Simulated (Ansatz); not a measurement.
# InAs (F-43m) in Ansatz: notebook

The runs below take InAs through single point, with LDA, PBE.

Program: Ansatz 0.2.0. These are calculated values, not measurements. Logs are shortened: lines on timing, memory, paths and dates and some standing lists are left out, and cuts for length are marked.

**Measured values to compare with.**

From a printed reference work, data compilation, for a bulk crystal of InAs at 4.2 K: band gap 0.418 eV (direct).

The runs below are set against these values where they give the same quantity.

### 1 The structure

It takes space group F-43m (No. 216, cubic). Conventional cell: a = 6.036 Å, b = 6.036 Å, c = 6.036 Å, α = 90.00°, β = 90.00°, γ = 90.00°. In (site symmetry -43m) has 4 As at 2.61 Å as nearest neighbours. As (site symmetry -43m) is surrounded by 4 In at 2.61 Å.

### 2 Single point, LDA

The input, input.yaml:

```yaml
crystal:
  lattice:
    - [0.0, 3.018, 3.018]
    - [3.018, 0.0, 3.018]
    - [3.018, 3.018, 0.0]
  atoms:
    - { symbol: In, position: [0.0, 0.0, 0.0] }
    - { symbol: As, position: [0.75, 0.75, 0.75] }
kpoints:
  mp_grid: { grid: [8, 8, 8] }
scf:
  occupations: { method: gaussian, width: 0.02 }
hamiltonian:
  xc: lda
  pseudopotentials: { kind: all_electron, lapw: { basis_error: 0.001 } }
output:
  forces: true
  stress: true
  eigenvalues: true
```

Potentials or basis: all-electron LAPW, scalar-relativistic.

Started as:

```
ansatz run input.yaml --threads 1 --pin off --max-ram 3072MiB --backend cpu --events-out ev --progress --plain --runs-dir out
```

Output:

```text
Warning: RAYON_NUM_THREADS=1 ignored (pool sized by the plan → 1); use --threads N
LAPW: plane waves up to 8.623 Å⁻¹, error target 1.0e-3 eV per atom; small_component_spin mean_spin; As in spheres of 1.266 Å, 23 of its electrons in bands, Dirac shells []; In in spheres of 1.348 Å, 21 of its electrons in bands, Dirac shells [] (how accurate: hamiltonian.pseudopotentials.lapw.basis_error, Limitations)
Engine: ansatz 0.2.0, x86_64-unknown-linux-gnu
Pseudopotentials: kind: all_electron
Pseudopotential: In, LAPW, valence charge 21, lapw/all_electron/scalar/gaussian/In, Koelling and Harmon's equation, gaussian nucleus
Pseudopotential: As, LAPW, valence charge 23, lapw/all_electron/scalar/gaussian/As, Koelling and Harmon's equation, gaussian nucleus
Functional definition: SPW92
  exchange = slater_x
  correlation = pw_c
Crystal: 2 atoms, lattice volume = 54.978 Å³
Basis set: ecut = 283.318957750215 eV, 609 PW (Γ), exchange–correlation at level 2
Bands: 27, of which v1, the nominal top of the filled ones, is band 22 counted from 1 (21 counted from 0)
Symmetry: 24 space group operations
Space group: F-43m (ITA 216), of the structure as read, at distance tolerance 3.8e-5 Å
k-points: 29 of 512 (time reversal used)
Non-local potential: In, projectors of the file, none
Non-local potential: As, projectors of the file, none
Initial density: superposition of atomic densities (chi_scale 0.1, normalization cell, long waves kept (reshape's long-wave potential 0.00 eV rms))
Initial wavefunctions: plane waves of lowest kinetic energy (no species holds an atomic orbital)
Functional: x = slater, c = lda
iter 1 solved again at ethr=1.82e-3 eV; its pass at ethr=1.00e-1 eV (dr2=8.01e-1 eV) is discarded
SCF iter   1: F=—  HF=-221347.744839 eV  |F-HF|=—  |Δ(HF+E_count)|=         —  Δρ=2.83e-2  dr2=8.03e-1  ethr=1.82e-3  ⟨swp⟩=2.0  Hψ=4983  notcnv=0
preconditioner: auto → none  [insulator: Δε(μ)=1.247 eV  Ē_g=15.054 eV  σ=0.020 eV  W_gap=0.70  n_scr=14 (ndim 8)  ℏωp=21.2 eV  f_vac=0.132  D(μ)=0.34/eV (n_scr^D=0)  ε∞_Penn≈3.0]
iter 2 solved again at ethr=9.05e-5 eV; its pass at ethr=1.82e-3 eV (dr2=3.98e-2 eV) is discarded
SCF iter   2: F=—  HF=-221347.469941 eV  |F-HF|=—  |Δ(HF+E_count)|=   2.75e-1  Δρ=8.87e-3  dr2=3.98e-2  ethr=9.05e-5  ⟨swp⟩=2.0  Hψ=4103  notcnv=0
SCF iter   3: F=—  HF=-221347.444696 eV  |F-HF|=—  |Δ(HF+E_count)|=   2.52e-2  Δρ=4.34e-3  dr2=1.06e-2  ethr=9.04e-5  ⟨swp⟩=2.0  Hψ=2337  notcnv=0
SCF iter   4: F=—  HF=-221347.441899 eV  |F-HF|=—  |Δ(HF+E_count)|=         —  Δρ=1.88e-3  dr2=2.25e-3  ethr=2.41e-5  ⟨swp⟩=2.0  Hψ=2230  notcnv=0
the basis was enlarged: its passes take 86.5 KiB over the memory plan, 1 of 1 planned eigensolver slots
SCF iter   5: F=—  HF=-221347.441035 eV  |F-HF|=—  |Δ(HF+E_count)|=   8.64e-4  Δρ=4.22e-4  dr2=1.16e-4  ethr=5.10e-6  ⟨swp⟩=2.0  Hψ=2201  notcnv=0
SCF iter   6: F=—  HF=-221347.441003 eV  |F-HF|=—  |Δ(HF+E_count)|=   3.16e-5  Δρ=5.50e-5  dr2=1.36e-6  ethr=2.64e-7  ⟨swp⟩=2.0  Hψ=2191  notcnv=0
SCF iter   7: F=-221347.441003 eV  HF=-221347.441003 eV  |F-HF|=7.95e-9  |Δ(HF+E_count)|=   3.27e-7  Δρ=6.69e-6  dr2=2.16e-8  ethr=3.08e-9  ⟨swp⟩=2.0  Hψ=2191  notcnv=0
SCF 1 converged in 7 iterations: F = -221347.441003 eV  dr2 = 2.16e-8
SCF converged after 7 iterations
Free energy (F): -221347.441003 eV
Harris-Foulkes:  -221347.441003 eV  (|F-HF|=7.95e-9)
Internal energy: -221347.440943 eV  (E = F + TS)
E sigma→0 (E₀):  -221347.440973 eV
Entropy (-TS):   -0.000060 eV (-0.030 meV/atom)
Fermi energy:    9.441873 eV
--- Per-component energies (eV) ---
  E_band       = -1921.148576
  E_kinetic    = 230584.105601
  E_xc         = -6409.367572
  E_electrostatic = -445522.178972  (all electrons and nuclei)
  E_smearing   = -0.000060  (= −TS)
  E_closure    = 0.000000  (closes the sum)
  E_atoms      = -221338.428622  (free atoms, spherical and without spin; not in F)
  Σ components = -221347.441003   (vs F -221347.441003, Δ=0.00e0)
  Basis errors (estimates in eV, not in F): energy 4.3e-4 per atom: plane waves 4.0e-4 (2.3e-4 summed), levels above the bands 0.0e0, relativity 4.3e-9, radial functions 3.1e-5, core shells 4.1e-7; eigenvalues (radial functions only) 1.2e-6; not estimated: angular momenta, meshes, grids; target (lapw.basis_error) 1.0e-3; muffin-tin radii As 1.266 Å, In 1.348 Å
--- Forces (eV/Å), atoms counted from 1 ---
  atom   1  In     0.00000000    -0.00000000    -0.00000000
  atom   2  As    -0.00000000     0.00000000     0.00000000
  max |Σ_I F_I| component: 1.39e-17 eV/Å
--- Stress (GPa, compression-positive) ---
       -0.270731      -0.000000      -0.000000
       -0.000000      -0.270731       0.000000
       -0.000000       0.000000      -0.270731
  P = ⅓ Tr σ = -0.2707 GPa (-2.707 kbar)
--- Band table (eV; the first three rows and the last of 29) ---
  k-point 0: bands = ["-174.2203", "-118.1358", "-118.1358", "-118.1358", "-105.4130", "-64.0119", "-64.0119", "-64.0119", "-25.6986", "-25.6986", "-25.6986", "-25.6903", "-25.6903", "-4.9095", "-4.9095", "-4.9095", "-4.7782", "-4.7782", "-2.5393", "9.0210", "9.4358", "9.4358", "9.4358", "13.2718", "13.2718", "13.2718", "16.7291"]
  k-point 1: bands = ["-174.2203", "-118.1358", "-118.1358", "-118.1358", "-105.4130", "-64.0119", "-64.0119", "-64.0119", "-25.6986", "-25.6986", "-25.6986", "-25.6902", "-25.6902", "-4.9318", "-4.9034", "-4.9034", "-4.7784", "-4.7784", "-2.3747", "7.4487", "9.2389", "9.2389", "10.4097", "13.4067", "13.5558", "13.5558", "17.5869"]
  k-point 2: bands = ["-174.2203", "-118.1358", "-118.1358", "-118.1358", "-105.4130", "-64.0119", "-64.0119", "-64.0119", "-25.6987", "-25.6985", "-25.6985", "-25.6902", "-25.6902", "-4.9814", "-4.8903", "-4.8903", "-4.7772", "-4.7772", "-1.9251", "5.6425", "8.8530", "8.8530", "10.5308", "13.9955", "13.9955", "14.4837", "17.6324"]
  k-point 28: bands = ["-174.2203", "-118.1358", "-118.1358", "-118.1358", "-105.4130", "-64.0120", "-64.0120", "-64.0119", "-25.6986", "-25.6986", "-25.6981", "-25.6902", "-25.6899", "-5.0810", "-4.8576", "-4.8324", "-4.7949", "-4.7701", "-0.4441", "3.6278", "6.4343", "6.5083", "13.5740", "13.6506", "14.3181", "15.4189", "19.1406"]
```

Run time: 28 s. Hardware: 1 thread of Intel Xeon at 2.50GHz (Skylake/Cascade Lake), shared host; peak memory 0.32 GiB.

What came out:

```
Free energy            : -221347.4410 eV
Pressure               : -0.3 GPa
Band gap on the k mesh : none (metal or under the smearing width)
```

Levels at points of the mesh, in eV from the Fermi level:
```
             k point  band 18  band 19  band 20  band 21  band 22  band 23  band 24  band 25  band 26  band 27
  (0.00, 0.00, 0.00)   -14.22   -11.98    -0.42    -0.01    -0.01    -0.01     3.83     3.83     3.83     7.29
 (0.00, 0.00, -0.50)   -14.21   -10.49    -5.88    -1.01    -1.01     0.79     4.62     4.62     6.69     8.86
(0.00, -0.50, -0.50)   -14.20    -9.94    -5.95    -2.37    -2.37     1.41     1.95     9.02     9.17     9.17
```

Caveat: this crystal is a semiconductor, whose small gap the functional closes, so the metal is an error of the method.

### 3 Single point, PBE

input.yaml, as its differences from that of step 2:

```diff
@@ -13,3 +13,3 @@
 hamiltonian:
-  xc: lda
+  xc: pbe
   pseudopotentials: { kind: all_electron, lapw: { basis_error: 0.001 } }
```

Potentials or basis: all-electron LAPW, scalar-relativistic.

Started as:

```
ansatz run input.yaml --threads 1 --pin off --max-ram 3072MiB --backend cpu --events-out ev --progress --plain --runs-dir out
```

Output:

```text
Warning: RAYON_NUM_THREADS=1 ignored (pool sized by the plan → 1); use --threads N
LAPW: plane waves up to 8.619 Å⁻¹, error target 1.0e-3 eV per atom; small_component_spin mean_spin; As in spheres of 1.266 Å, 23 of its electrons in bands, Dirac shells []; In in spheres of 1.348 Å, 21 of its electrons in bands, Dirac shells [] (how accurate: hamiltonian.pseudopotentials.lapw.basis_error, Limitations)
[... 4 set-up lines as earlier in the session ...]
Functional definition: PBE
  parameter kappa = 0.804
  parameter beta = 0.06672455060314922
  exchange = pbe_x(kappa = kappa, mu = beta*pi^2/3)
  correlation = pbe_c(beta = beta)
Crystal: 2 atoms, lattice volume = 54.978 Å³
Basis set: ecut = 283.0201242697865 eV, 609 PW (Γ), exchange–correlation at level 2
Bands: 27, of which v1, the nominal top of the filled ones, is band 22 counted from 1 (21 counted from 0)
[... 2 set-up lines as earlier in the session ...]
k-points: 29 of 512 (time reversal used)
[... 4 set-up lines as earlier in the session ...]
Functional: x = pbe(κ = 0.804, μ = 0.2195149727645171), c = pbe(β = 0.06672455060314922)
iter 1 solved again at ethr=2.01e-3 eV; its pass at ethr=1.00e-1 eV (dr2=8.83e-1 eV) is discarded
SCF iter   1: F=—  HF=-221570.600789 eV  |F-HF|=—  |Δ(HF+E_count)|=         —  Δρ=2.93e-2  dr2=8.85e-1  ethr=2.01e-3  ⟨swp⟩=2.0  Hψ=4983  notcnv=0
preconditioner: auto → none  [insulator: Δε(μ)=0.159 eV  Ē_g=15.129 eV  σ=0.020 eV  W_gap=1.00  n_scr=14 (ndim 8)  ℏωp=21.2 eV  f_vac=0.128  D(μ)=0.00/eV (n_scr^D=0)  ε∞_Penn≈3.0]
iter 2 solved again at ethr=9.80e-5 eV; its pass at ethr=2.01e-3 eV (dr2=4.31e-2 eV) is discarded
SCF iter   2: F=—  HF=-221570.344785 eV  |F-HF|=—  |Δ(HF+E_count)|=   2.56e-1  Δρ=9.20e-3  dr2=4.31e-2  ethr=9.80e-5  ⟨swp⟩=2.0  Hψ=4087  notcnv=0
SCF iter   3: F=—  HF=-221570.329185 eV  |F-HF|=—  |Δ(HF+E_count)|=         —  Δρ=4.66e-3  dr2=1.27e-2  ethr=9.80e-5  ⟨swp⟩=2.0  Hψ=2331  notcnv=0
the basis was enlarged: its passes take 153.8 KiB over the memory plan, 1 of 1 planned eigensolver slots
SCF iter   4: F=—  HF=-221570.329324 eV  |F-HF|=—  |Δ(HF+E_count)|=   1.39e-4  Δρ=1.72e-3  dr2=1.87e-3  ethr=2.88e-5  ⟨swp⟩=2.0  Hψ=2322  notcnv=0
SCF iter   5: F=—  HF=-221570.329257 eV  |F-HF|=—  |Δ(HF+E_count)|=   6.67e-5  Δρ=3.15e-4  dr2=7.14e-5  ethr=4.26e-6  ⟨swp⟩=2.0  Hψ=2237  notcnv=0
SCF iter   6: F=—  HF=-221570.329293 eV  |F-HF|=—  |Δ(HF+E_count)|=   3.60e-5  Δρ=5.82e-5  dr2=1.63e-6  ethr=1.62e-7  ⟨swp⟩=3.0  Hψ=2258  notcnv=0
SCF iter   7: F=-221570.329297 eV  HF=-221570.329297 eV  |F-HF|=1.31e-7  |Δ(HF+E_count)|=   3.62e-6  Δρ=9.76e-6  dr2=5.72e-8  ethr=3.70e-9  ⟨swp⟩=3.0  Hψ=2302  notcnv=0
SCF 1 converged in 7 iterations: F = -221570.329297 eV  dr2 = 5.72e-8
SCF converged after 7 iterations
Free energy (F): -221570.329297 eV
Harris-Foulkes:  -221570.329297 eV  (|F-HF|=1.31e-7)
Internal energy: -221570.329237 eV  (E = F + TS)
E sigma→0 (E₀):  -221570.329267 eV
Entropy (-TS):   -0.000060 eV (-0.030 meV/atom)
Fermi energy:    9.750376 eV
--- Per-component energies (eV) ---
  E_band       = -1912.397733
  E_kinetic    = 230887.849292
  E_xc         = -6636.097037
  E_electrostatic = -445822.081491  (all electrons and nuclei)
  E_smearing   = -0.000060  (= −TS)
  E_closure    = 0.000000  (closes the sum)
  E_atoms      = -221562.685075  (free atoms, spherical and without spin; not in F)
  Σ components = -221570.329297   (vs F -221570.329297, Δ=0.00e0)
  Basis errors (estimates in eV, not in F): energy 4.4e-4 per atom: plane waves 4.0e-4 (2.4e-4 summed), levels above the bands 0.0e0, relativity 5.6e-8, radial functions 4.1e-5, core shells 4.0e-7; eigenvalues (radial functions only) 1.2e-6; not estimated: angular momenta, meshes, grids; target (lapw.basis_error) 1.0e-3; muffin-tin radii As 1.266 Å, In 1.348 Å
--- Forces (eV/Å), atoms counted from 1 ---
  atom   1  In     0.00000000    -0.00000000    -0.00000000
  atom   2  As    -0.00000000     0.00000000    -0.00000000
  max |Σ_I F_I| component: 1.85e-17 eV/Å
--- Stress (GPa, compression-positive) ---
        4.303533      -0.000000      -0.000000
       -0.000000       4.303533       0.000000
       -0.000000       0.000000       4.303533
  P = ⅓ Tr σ = 4.3035 GPa (43.035 kbar)
--- Band table (eV; the first three rows and the last of 29) ---
  k-point 0: bands = ["-174.8222", "-118.1940", "-118.1940", "-118.1940", "-105.4607", "-63.9469", "-63.9469", "-63.9469", "-25.2398", "-25.2398", "-25.2398", "-25.2319", "-25.2319", "-4.6576", "-4.6576", "-4.6576", "-4.5297", "-4.5297", "-2.1538", "9.5751", "9.7443", "9.7443", "9.7443", "13.6654", "13.6654", "13.6654", "17.2850"]
  k-point 1: bands = ["-174.8222", "-118.1940", "-118.1940", "-118.1940", "-105.4607", "-63.9469", "-63.9469", "-63.9469", "-25.2398", "-25.2397", "-25.2397", "-25.2319", "-25.2319", "-4.6782", "-4.6516", "-4.6516", "-4.5299", "-4.5299", "-1.9907", "7.8653", "9.5510", "9.5510", "10.8649", "13.8207", "13.9473", "13.9473", "18.1182"]
  k-point 2: bands = ["-174.8222", "-118.1940", "-118.1940", "-118.1940", "-105.4607", "-63.9469", "-63.9469", "-63.9469", "-25.2398", "-25.2396", "-25.2396", "-25.2318", "-25.2318", "-4.7247", "-4.6387", "-4.6387", "-4.5286", "-4.5286", "-1.5444", "6.0418", "9.1701", "9.1701", "11.0080", "14.3824", "14.3824", "14.9268", "18.1288"]
  k-point 28: bands = ["-174.8222", "-118.1940", "-118.1940", "-118.1940", "-105.4607", "-63.9470", "-63.9469", "-63.9469", "-25.2397", "-25.2397", "-25.2392", "-25.2318", "-25.2315", "-4.8204", "-4.6061", "-4.5819", "-4.5455", "-4.5216", "-0.0710", "4.0358", "6.7754", "6.8574", "13.9835", "14.0427", "14.7670", "15.8394", "19.6164"]
```

Run time: 29 s. Hardware: 1 thread of Intel Xeon at 2.50GHz (Skylake/Cascade Lake), shared host; peak memory 0.33 GiB.

Results:

```
Free energy            : -221570.3293 eV
Pressure               : 4.3 GPa
Band gap on the k mesh : none (metal or under the smearing width)
```

Levels at points of the mesh, in eV from the Fermi level:
```tsv
k point	band 20	band 21	band 22	band 23	band 24	band 25
(0.00, 0.00, 0.00)	-0.18	-0.01	-0.01	-0.01	3.91	3.91
(0.00, 0.00, -0.50)	-5.79	-1.00	-1.00	0.97	4.69	4.69
(0.00, -0.50, -0.50)	-5.86	-2.34	-2.34	1.54	2.06	9.21
```

Caveat: this crystal is a semiconductor, whose small gap the functional closes, so the metal is an error of the method.

### 4 Single point, PBE

input.yaml, as its differences from that of step 3:

```diff
@@ -11,3 +11,3 @@
 scf:
-  occupations: { method: gaussian, width: 0.02 }
+  occupations: { method: gaussian, width: 0.027 }
 hamiltonian:
```

Started as:

```
ansatz run input.yaml --threads 1 --pin off --max-ram 3072MiB --backend cpu --events-out ev --progress --plain --runs-dir out
```

It took 28 s on 1 thread of Intel Xeon at 2.50GHz (Skylake/Cascade Lake), shared host; peak memory 0.32 GiB.

It converged, with:

* Free energy: -221570.3293 eV
* Pressure: 4.3 GPa
* Band gap on the k mesh: none (metal or under the smearing width)

Levels at points of the mesh, in eV from the Fermi level:
| k point | band 20 | band 21 | band 22 | band 23 | band 24 | band 25 |
| --- | --- | --- | --- | --- | --- | --- |
| (0.00, 0.00, 0.00) | -0.18 | -0.01 | -0.01 | -0.01 | 3.91 | 3.91 |
| (0.00, 0.00, -0.50) | -5.79 | -1.00 | -1.00 | 0.96 | 4.68 | 4.68 |
| (0.00, -0.50, -0.50) | -5.86 | -2.34 | -2.34 | 1.54 | 2.06 | 9.21 |

Caveat: this crystal is a semiconductor, whose small gap the functional closes, so the metal is an error of the method.

[end of part 1 of 2]
